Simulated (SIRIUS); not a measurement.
## Cu in SIRIUS: the effect of functional

Cu:

```
Cu
1.0
     0.00000    1.80750    1.80750
     1.80750    0.00000    1.80750
     1.80750    1.80750    0.00000
Cu
1
Cartesian
  0.0000 0.0000 0.0000
```

Alike in all runs:

* Program: SIRIUS 7.12.0
* Task: single point
* Potentials or basis: PseudoDojo 0.4.1 PBE standard (scalar relativistic)
* Cutoff: 1254 eV
* Density cutoff: 5016 eV
* k mesh: 13 × 13 × 13
* Occupations: fermi-dirac, width 0.05 eV
* Spin: no spin polarisation

Problem. One run gave: pressure 5.7 GPa. Which functional did it use?
A. PBE
B. RGE2
C. revPBE
D. PBEsol
E. LDA

Solution. C.

```tsv
functional	pressure (GPa)
PBE	1.5
LDA	-15.3
PBEsol	-7.3
RPBE	7.3
revPBE	5.7
BLYP	8.5
PW91	0.9
AM05	-8.0
SOGGA11	4.9
LDA-PZ	-15.2
RGE2	-3.5
```

Caveats: the potentials were made for another functional, which shifts forces and pressure (some runs).

Not every run made on this cell is shown here.
